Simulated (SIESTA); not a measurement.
Nb:

```xyz
1
Lattice="-1.6640 1.6640 1.6640 1.6640 -1.6640 1.6640 1.6640 1.6640 -1.6640" Properties=species:S:1:pos:R:3 pbc="T T T"
Nb    0.0000    0.0000    0.0000
```

```yaml
Program: SIESTA 5.4.2
Task: single point
Functional: PBE
Potentials_or_basis: PseudoDojo 0.4 standard (PBE files)
Basis: DZP (energy shift 0.002 Ry; radii capped at 9.5 bohr)
Grid_cutoff: 800 Ry
Energy_shift: 0.002 Ry
k_mesh: 11 × 11 × 11
Occupations: fermi-dirac, width 0.05 eV
Spin: no spin polarisation
```

On this cell: pressure -1.7 GPa; band gap on the k mesh none (metal or under the smearing width).

The same run follows on a disturbed copy (cell strained at random at fixed volume):

```xyz
1
Lattice="-1.6548 1.6619 1.6631 1.6119 -1.6698 1.6281 1.7028 1.7178 -1.6710" Properties=species:S:1:pos:R:3 pbc="T T T"
Nb    0.0014    0.0170   -0.0261
```

Question: What does the disturbed cell give?

Answer: The energy (extrapolated to zero smearing) moves by +3.2 meV/atom; pressure -1.7 GPa; band gap on the k mesh none (metal or under the smearing width).

Stress tensor (GPa, compression positive):
```
-1.30 -0.64  0.38
-0.64 -3.28  0.17
 0.38  0.17 -0.62
```

Caveats: semicore shells carry a single zeta, which can move pressures by several GPa and volumes by a few percent; the basis of atomic orbitals isn't converged, which shifts pressures, moduli and gaps.
